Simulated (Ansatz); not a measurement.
ZnO (rocksalt) was put through Ansatz (plane waves). The cell was relaxed with r2SCAN and then strained (xy shear, engineering strain (angle) -4.96 %), with the atoms relaxed again with r2SCAN; k points keep the names of the unstrained zone.

Structure:
```
Zn O
1.0
    -0.05292    2.13377    2.13377
     2.13377   -0.05292    2.13377
     2.08085    2.08085    0.00000
Zn O
1 1
Direct
  0.00000 0.00000 0.00000
  0.50000 0.50000 0.50000
```

Output, abridged:
```
scf.n_extra_bands = 4 over 9 filled bands (N_el = 18.0): the run solves 13 bands
Pseudopotential: Zn, paw, valence charge 12, recommended cutoff 420 eV (normal)
Pseudopotential: O, paw, valence charge 6, recommended cutoff 420 eV (normal)
Functional definition: HSE06
Crystal: 2 atoms, lattice volume = 19.418 Å³
Basis set: ecut = 420 eV, 363 PW (Γ)
Bands: 13, of which v1, the nominal top of the filled ones, is band 9 counted from 1 (8 counted from 0)
Symmetry: 8 space group operations
Space group: Immm (ITA 71)
k-points: 95 of 512
[warm-up without exact exchange]
SCF 1 stopped early in 3 iterations: F = -3886.513561 eV  dr2 = 7.80e-6
[exact exchange on]
Exchange kernel: α = 0.2500, screened, ω = 0.2079 Å⁻¹, Wigner–Seitz truncation, v(0) = 1046.6526 eV·Å³, q-mesh 8×8×8
preconditioner: auto → none  [insulator: Δε(μ)=2.670 eV  ℏωp=35.8 eV]
SCF 2 stopped early in 7 iterations: F = -3886.427494 eV  dr2 = 3.23e-6
hybrid outer 1: dexx = +1.240e-2 eV, tail = 4.76e-5 eV
SCF 3 converged in 4 iterations: F = -3886.426794 eV  dr2 = 2.14e-9
hybrid outer 2: dexx = +7.574e-7 eV, tail = 1.96e-8 eV, Δε = 6.16e-3 eV
Free energy (F): -3886.426793 eV
Fermi energy:    8.916081 eV
--- Forces (eV/Å), atoms counted from 1 ---
  atom   1  Zn      0.00000      0.00000      0.00000
  atom   2  O       0.00000      0.00000      0.00000
--- Stress (GPa, compression-positive) ---
        1.074856       4.979854       0.000000
        4.979854       1.074856       0.000000
        0.000000       0.000000       0.692467
  P = ⅓ Tr σ = 0.9474 GPa (9.474 kbar)
--- Band table (eV; the first three rows and the last of 95) ---
  k-point 0: bands = […, 2.8373, 2.9270, 2.9437, 7.4751, 7.6480, 7.8488, 11.5935, 28.2012, 28.8443, 28.9484]
  k-point 1: bands = […, 2.7747, 2.8612, 2.8665, 6.6262, 7.7008, 7.9020, 12.8643, 25.6649, 27.5416, 28.1912]
  k-point 2: bands = […, 2.4025, 2.9993, 3.0115, 5.1914, 8.1990, 8.3090, 14.7413, 22.6916, 25.6112, 26.0523]
  k-point 94: bands = […, 3.1207, 3.3167, 3.3430, 3.6099, 5.7776, 6.4055, 15.2462, 21.9773, 22.0038, 26.6053]
```

bands.tsv, columns around the gap (it counts bands from 0):
```tsv
# k_distance	band_4	band_5	band_6	band_7	band_8	band_9	band_10	band_11	band_12
# fermi_ev = 8.916081
# [0, 0, 0] at k_distance = 0.000000
# [0.5, 0, 0.5] at k_distance = 1.473679
# [0.625, 0.25, 0.625] at k_distance = 1.994463
# [0.375, 0.375, 0.75] at k_distance = 2.881726
# [0.5, 0.5, 0.5] at k_distance = 3.791041
# [0.5, 0.25, 0.75] at k_distance = 4.832609
# [0, 0.5, 0] at k_distance = 7.162485
# levels_relative_to = fermi_ev
0.000	-5.989	-5.972	-1.441	-1.268	-1.067	2.677	19.285	19.928	20.032
1.474	-5.588	-5.584	-5.313	-2.830	-2.826	6.417	12.995	12.998	18.094
1.994	-5.672	-5.629	-4.325	-3.522	-1.585	8.312	11.793	12.854	17.077
2.882	-5.641	-5.630	-4.310	-3.351	-1.748	8.047	12.011	12.817	16.602
3.791	-5.708	-5.682	-4.323	-0.072	-0.070	7.046	11.890	14.496	14.924
4.833	-5.587	-5.429	-3.853	-3.850	-2.304	9.107	12.663	12.677	14.436
7.162	-5.745	-5.706	-4.505	-0.022	0.000	7.423	11.436	15.220	15.664
```
In order the rows are Γ, X, U, K, L, W, L.

**Question.** Reconstruct the input.

**Answer.**
```yaml
crystal:
  # lattice and atoms as above
kpoints:
  mp_grid: { grid: [8, 8, 8] }
  band_path:
    path:
      - [0.0, 0.0, 0.0]
      - [0.5, 0.0, 0.5]
      - [0.625, 0.25, 0.625]
      - [0.375, 0.375, 0.75]
      - [0.5, 0.5, 0.5]
      - [0.5, 0.25, 0.75]
      - [0.0, 0.5, 0.0]
    npoints: 1
hamiltonian:
  xc: hse06
scf:
  occupations: { method: fixed }
  n_extra_bands: 4
output:
  forces: true
  stress: true
  eigenvalues: true
```
A single point prints forces and stress when the output block asks for them. The exchange loop shows exact exchange. Keys that only write grids to files are left aside. Not every key shows in the log; this is the file that was used.

Command: `ansatz run input.yaml --threads 4 --pin off --max-ram 3686MiB --backend cpu --events-out ev --progress --plain --runs-dir out`.

**Question.** It ran on 4 threads of Arm Neoverse N1 (shared host). About how long did it take, and what peak of host memory did it reach?

**Answer.** About 53 s, with a peak of 1.4 GiB.

All values are calculated for a non-magnetic cell, which may be hypothetical.

The program warns that its thresholds are loose for a hybrid's stress.

The meshes of the hybrids are coarse, so their gaps aren't converged to the digits shown.
